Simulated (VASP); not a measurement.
# SrO (Fm-3m) in VASP: Born charges and dielectric tensor with PBE

Aim: the Born charges and dielectric tensor of SrO with PBE.

All numbers are computed with VASP 6.6.1; they aren't measurements. Logs are shortened: lines on timing, memory, paths and dates and some standing lists are left out, and cuts for length are marked.

## 1. The structure

The structure is cubic, space group Fm-3m (No. 225). Conventional cell: a = 5.204 Å, b = 5.204 Å, c = 5.204 Å, α = 90.00°, β = 90.00°, γ = 90.00°. Sr (site symmetry m-3m) is surrounded by 6 O at 2.60 Å. O (site symmetry m-3m) has 6 Sr at 2.60 Å as nearest neighbours.

## 2. Born charges and dielectric tensor, PBE

INCAR

```
PREC = Accurate
ENCUT = 600
EDIFF = 1E-8
ISMEAR = 0
SIGMA = 0.02
LREAL = False
LASPH = True
NELM = 60
ALGO = Normal
ISIF = 2
LWAVE = False
LCHARG = False
GGA = PE
LEPSILON = True
IBRION = 8
NSW = 1
```

KPOINTS

```
regular mesh
0
Gamma
  8 8 8
```

POSCAR

```
SrO
1.0
    0.0000000000      2.6018800000      2.6018800000
    2.6018800000      0.0000000000      2.6018800000
    2.6018800000      2.6018800000      0.0000000000
Sr O
1 1
Direct
    0.0000000000      0.0000000000      0.0000000000
    0.5000000000      0.5000000000      0.5000000000
```

Potentials or basis: VASP PAW PBE potentials, release 64 (Sr_sv, O).

Run with:

```bash
$ cat potpaw_PBE.64/Sr_sv/POTCAR potpaw_PBE.64/O/POTCAR > POTCAR
$ mpirun -np 1 vasp_std > vasp.out
```

OUTCAR:

```text
PREC = Accurate
   ENCUT = 600
   EDIFF = 1E-8
   ISMEAR = 0
   LREAL = False
   LASPH = True
   NELM = 60
   ISIF = 2
   GGA = PE
   LEPSILON = True
   IBRION = 8
   NSW = 1

 ion  position               nearest neighbor table
   1  0.000  0.000  0.000-   2 2.60   2 2.60   2 2.60   2 2.60   2 2.60   2 2.60
   2  0.500  0.500  0.500-   1 2.60   1 2.60   1 2.60   1 2.60   1 2.60   1 2.60

  LATTYP: Found a face centered cubic cell.
 ALAT       =     5.2037600000

  Lattice vectors:

 A1 = (   0.0000000000,   2.6018800000,   2.6018800000)
 A2 = (   2.6018800000,   0.0000000000,   2.6018800000)
 A3 = (   2.6018800000,   2.6018800000,   0.0000000000)

Analysis of symmetry for initial positions (statically):
=====================================================================
 Subroutine PRICEL returns:
 Original cell was already a primitive cell.

 Routine SETGRP: Setting up the symmetry group for a
 face centered cubic supercell.

 Subroutine GETGRP returns: Found 48 space group operations
 (whereof 48 operations were pure point group operations)
 out of a pool of 48 trial point group operations.

The static configuration has the point symmetry O_h .

Analysis of symmetry for dynamics (positions and initial velocities):
=====================================================================
 Subroutine PRICEL returns:
 Original cell was already a primitive cell.

 Routine SETGRP: Setting up the symmetry group for a
 face centered cubic supercell.

 Subroutine GETGRP returns: Found 48 space group operations
 (whereof 48 operations were pure point group operations)
 out of a pool of 48 trial point group operations.

The dynamic configuration has the point symmetry O_h .

 Subroutine INISYM returns: Found 48 space group operations
 (whereof 48 operations are pure point group operations),
 and found     1 'primitive' translations

----------------------------------------------------------------------------------------

                                     Primitive cell

  volume of cell :      35.2283

  direct lattice vectors                    reciprocal lattice vectors
     0.000000000  2.601880000  2.601880000    -0.192168740  0.192168740  0.192168740
     2.601880000  0.000000000  2.601880000     0.192168740 -0.192168740  0.192168740
     2.601880000  2.601880000  0.000000000     0.192168740  0.192168740 -0.192168740

  length of vectors
     3.679613984  3.679613984  3.679613984     0.332846020  0.332846020  0.332846020

  position of ions in fractional coordinates (direct lattice)
     0.000000000  0.000000000  0.000000000
     0.500000000  0.500000000  0.500000000

  ion indices of the primitive-cell ions
   primitive index   ion index
                 1           1
                 2           2

----------------------------------------------------------------------------------------

 KPOINTS: regular mesh

Automatic generation of k-mesh.
 Grid dimensions read from file:
 generate k-points for:    8    8    8

 Generating k-lattice:

[... 511 lines left out ...]
  ---------------------------------------------------
  ---------------------------------------------------
  free energy    TOTEN  =        -0.30218063 eV

  energy without entropy =       -0.30218063

------------------------ aborting loop because EDIFF is reached ----------------------------------------

--------------------------------------- Ionic step        2  -------------------------------------------

------------------------ aborting loop because EDIFF is reached ----------------------------------------

--------------------------------------- Ionic step        3  -------------------------------------------

------------------------ aborting loop because EDIFF is reached ----------------------------------------

 PIEZOELECTRIC TENSOR FIELD DIRECTION 3  (e Angst)
 -----------------------------------------------------------------------------
     0.00003  0.00000  0.00000           ( -0.00001  0.00000  0.00000)
     0.00000  0.00003  0.00000           (  0.00000 -0.00001  0.00000)
     0.00000 -0.00000 -0.00076           (  0.00000  0.00000 -0.00001)

 PIEZOELECTRIC TENSOR FIELD DIRECTION 3  (C/m^2)
 -----------------------------------------------------------------------------
     0.00001  0.00000  0.00000
     0.00000  0.00001  0.00000
     0.00000 -0.00000 -0.00035

--------------------------------------- Ionic step        4  -------------------------------------------

------------------------ aborting loop because EDIFF is reached ----------------------------------------

[... ionic steps 5 to 6 ...]

--------------------------------------- Ionic step        7  -------------------------------------------

 Free energy of the ion-electron system (eV)
  ---------------------------------------------------
  ---------------------------------------------------
  free energy    TOTEN  =        -0.36635491 eV

  energy without entropy =       -0.36635491

------------------------ aborting loop because EDIFF is reached ----------------------------------------

 INTERNAL STRAIN TENSOR  FOR ION    2  DIRECTION 1   (eV/Angst):
 -----------------------------------------------------------------------------
     0.00116  0.00000  0.00000
     0.00000 -0.00315  0.00000
     0.00000  0.00000 -0.00315

 MACROSCOPIC STATIC DIELECTRIC TENSOR (including local field effects in DFT)
 ------------------------------------------------------
           3.804842     0.000000    -0.000000
          -0.000000     3.804842    -0.000000
           0.000000     0.000000     3.804842
 ------------------------------------------------------

 PIEZOELECTRIC TENSOR (including local field effects)  for field in x, y, z        (e  Angst)
          XX          YY          ZZ          XY          YZ          ZX
  --------------------------------------------------------------------------------
  x     0.00000     0.00000     0.00000     0.00000     0.00000     0.00000
  y     0.00000     0.00000     0.00000     0.00000     0.00000     0.00000
  z     0.00000     0.00000     0.00000     0.00000     0.00000     0.00000

 PIEZOELECTRIC TENSOR (including local field effects)  for field in x, y, z        (C/m^2)
          XX          YY          ZZ          XY          YZ          ZX
  --------------------------------------------------------------------------------
  x     0.00000     0.00000     0.00000     0.00000     0.00000     0.00000
  y     0.00000     0.00000     0.00000     0.00000     0.00000     0.00000
  z     0.00000     0.00000     0.00000     0.00000     0.00000     0.00000

 BORN EFFECTIVE CHARGES (including local field effects) (in |e|, cummulative output)
 ---------------------------------------------------------------------------------
 ion    1
    1     2.43826     0.00000     0.00000
    2     0.00000     2.43826     0.00000
    3     0.00000     0.00000     2.43826
 ion    2
    1    -2.43826     0.00000     0.00000
    2     0.00000    -2.43826     0.00000
    3     0.00000     0.00000    -2.43826

 INTERNAL STRAIN TENSOR FOR ION    2 for displacements in x,y,z  (eV/Angst):
          X           Y           Z          XY          YZ          ZX
  --------------------------------------------------------------------------------
  x     0.00000     0.00000     0.00000     0.00000     0.00000     0.00000
  y     0.00000     0.00000     0.00000     0.00000     0.00000     0.00000
  z     0.00000     0.00000     0.00000     0.00000     0.00000     0.00000

 SECOND DERIVATIVES (NOT SYMMETRIZED)
 ------------------------------------
               1X          1Y          1Z          2X          2Y          2Z
  1X    -1.842660    0.000000    0.000000    1.842660    0.000000    0.000000
  1Y     0.000000   -1.842660    0.000000    0.000000    1.842660    0.000000
  1Z     0.000000    0.000000   -1.842660    0.000000    0.000000    1.842660
  2X     1.851825    0.000000    0.000000   -1.851825    0.000000    0.000000
  2Y     0.000000    1.851825    0.000000    0.000000   -1.851825    0.000000
  2Z     0.000000    0.000000    1.851825    0.000000    0.000000   -1.851825

 Eigenvectors and eigenvalues of the dynamical matrix
 ----------------------------------------------------

   1 f  =    5.781560 THz    36.326610 2PiTHz  192.852069 cm-1    23.910598 meV
             X         Y         Z           dx          dy          dz
      0.000000  0.000000  0.000000     0.000021   -0.018933   -0.391671
      2.601880  2.601880  2.601880    -0.000049    0.044416    0.918838
[... 21 lines left out ...]
   6 f/i=    0.005173 THz     0.032505 2PiTHz    0.172561 cm-1     0.021395 meV
             X         Y         Z           dx          dy          dz
      0.000000  0.000000  0.000000     0.100542   -0.203958   -0.891363
      2.601880  2.601880  2.601880     0.042858   -0.086941   -0.379959

--------------------------------------------------------------------------------------------------------

 MACROSCOPIC STATIC DIELECTRIC TENSOR IONIC CONTRIBUTION
 ------------------------------------------------------
          16.531351     0.000000     0.000000
           0.000000    16.531351     0.000000
           0.000000     0.000000    16.531351
 ------------------------------------------------------

 ELASTIC MODULI CONTR FROM IONIC RELAXATION (kBar)
 Direction    XX          YY          ZZ          XY          YZ          ZX
 --------------------------------------------------------------------------------
 XX           0.0000      0.0000      0.0000      0.0000      0.0000      0.0000
 YY           0.0000      0.0000      0.0000      0.0000      0.0000      0.0000
 ZZ           0.0000      0.0000      0.0000      0.0000      0.0000      0.0000
 XY           0.0000      0.0000      0.0000      0.0000      0.0000      0.0000
 YZ           0.0000      0.0000      0.0000      0.0000      0.0000      0.0000
 ZX           0.0000      0.0000      0.0000      0.0000      0.0000      0.0000
 --------------------------------------------------------------------------------

 PIEZOELECTRIC TENSOR IONIC CONTR  for field in x, y, z        (C/m^2)
          XX          YY          ZZ          XY          YZ          ZX
  --------------------------------------------------------------------------------
  x     0.00000     0.00000     0.00000     0.00000     0.00000     0.00000
  y     0.00000     0.00000     0.00000     0.00000     0.00000     0.00000
  z     0.00000     0.00000     0.00000     0.00000     0.00000     0.00000
```

Wall time 6.6 min (1 thread of AMD EPYC 9R14 (Zen 4), shared host); peak memory 0.22 GiB.

Results:

```yaml
Band_gap_on_the_k_mesh: 3.28 eV, indirect (least direct gap 3.39 eV)
Electronic_dielectric_tensor_diagonal: 3.80
Born_charges_mean_of_the_diagonal: Sr +2.44; O -2.44 e
Highest_phonon_frequency_at_Γ_LO-TO_splitting_left_out: 193 cm⁻¹
```

Phonon frequencies in cm⁻¹ (negative: imaginary):
```csv
q point,frequencies
"(0.000, 0.000, 0.000)",0 0 0 193 193 193
```

Electronic dielectric tensor:
```
3.80 0.00 0.00
0.00 3.80 0.00
0.00 0.00 3.80
```

Born effective charge tensors (e):
atom 1, Sr
```
2.44 0.00 0.00
0.00 2.44 0.00
0.00 0.00 2.44
```
atom 2, O
```
-2.44  0.00  0.00
 0.00 -2.44  0.00
 0.00  0.00 -2.44
```

A k mesh can miss the band edges. As with any semilocal functional, this PBE gap is likely too small.
